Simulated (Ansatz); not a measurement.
InGaAs2:

```
In As Ga
1.0
     4.22500    0.00000    0.00000
     0.00000    4.22500    0.00000
     0.00000    0.00000    5.96215
In As Ga
1 2 1
Direct
  0.00000 0.00000 0.50000
  0.00000 0.50000 0.23153
  0.50000 0.00000 0.76848
  0.50000 0.50000 0.00000
```

The cell comes from a database or a generator and needn't be the stable form of this composition.

Base run:

* Program: Ansatz 0.2.0
* Functional: LDA
* Potentials or basis: Ansatz PAW
* Cutoff: 420 eV (not typed: the program's choice for these potentials)
* k mesh: 6 × 6 × 5
* Occupations: fermi-dirac, width 0.05 eV
* Spin: no spin polarisation

Its results: band gap on the k mesh none (metal or under the smearing width); pressure -4.3 GPa; largest force 0.019 eV/Å.

Task: The run is repeated on the same cell with these changes: functional from LDA to r2SCAN; cutoff from 420 eV (not typed: the program's choice for these potentials) to 500 eV (not typed: the program's choice for these potentials). What comes out?

Result: Band gap on the k mesh none (metal or under the smearing width); pressure -2.3 GPa; largest force 0.060 eV/Å.

Caveats: spin-orbit coupling is left out, which moves the levels of the heavy elements; the PAW data sets come from PBE, with cores solved anew for the run's functional, which leaves a small shift of forces and pressure.
